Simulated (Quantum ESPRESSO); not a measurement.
## CoO in Quantum ESPRESSO: the effect of functional

The system is CoO.

```
Co O
1.0
    -1.42815   -2.47363    0.00000
    -4.28445    2.47363    0.00000
     0.00000    0.00000   -2.78761
Co O
2 2
Cartesian
  0.0000 0.0000 0.0000
  -2.8563 0.0000 0.0000
  -4.2844 0.8245 -1.3938
  -1.4281 0.8245 -1.3938
```

Measurements of this composition are mostly on another form, of space group No. 225.

Alike in all runs:

* Program: Quantum ESPRESSO 7.5
* Task: single point
* Potentials or basis: SPMS 1.0 PBE
* Cutoff: 1197 eV
* Density cutoff: 4789 eV
* k mesh: 4 × 3 × 5
* Occupations: gaussian, width 0.05 eV
* Spin: collinear spin, antiferromagnetic start
* Starting moments: [3.0, 0.0, -3.0, -0.0] μB
* Hubbard terms: Co d U = 2 eV

```tsv
functional	gap on the mesh (eV)	pressure (GPa)
LDA	none	-20.8
PBEsol	?	?
PBE	0.57	-1.8
revPBE	0.65	3.1
RPBE	0.68	4.9
PW91	0.57	-2.5
```

What does the run with functional PBEsol give?

gap on the mesh 0.37 eV; pressure -10.8 GPa.

Caveats: all runs use coarse meshes; the potentials were made for another functional, which shifts forces and pressure (some runs); an odd mesh through Γ misses points on the zone boundary, where band edges often lie (some runs).

A gap of «none» marks a metal or a gap under the smearing width.
